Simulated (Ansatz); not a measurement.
The system is TaN.

```
Ta N
1.0
     0.00000    2.49114    2.49114
     2.49114    0.00000    2.49114
     2.49114    2.49114    0.00000
Ta N
1 1
Direct
  0.00000 0.00000 0.00000
  0.25000 0.25000 0.25000
```

The cell comes from a database or a generator and needn't be the stable form of this composition.

Base run:

| Item | Value |
| --- | --- |
| Program | Ansatz 0.2.0 |
| Functional | PBE |
| Potentials or basis | Ansatz PAW |
| Cutoff | 420 eV |
| Density cutoff | 1680 eV |
| k mesh | 9 × 9 × 9 |
| Occupations | fermi-dirac, width 0.05 eV |
| Spin | no spin polarisation |

Its results: band gap on the k mesh none (metal or under the smearing width); pressure -25.5 GPa.

**Question.** The run is repeated on the same cell with these changes: functional from PBE to r2SCAN; cutoff from 420 eV to 500 eV; density cutoff from 1680 eV to 2000 eV. What comes out?

**Answer.** Band gap on the k mesh none (metal or under the smearing width); pressure -29.4 GPa.

Caveats: so large a pressure means that the cell lies far from this level's equilibrium, or that cutoff or potentials fall short (some runs); a pressure of tens of GPa on the cell as given is suspect, and the run, the potentials or the cell itself is likely at fault (some runs); the PAW data sets come from PBE, with cores solved anew for the run's functional, which leaves a small shift of forces and pressure (some runs).

Not every run made on this cell is shown here.
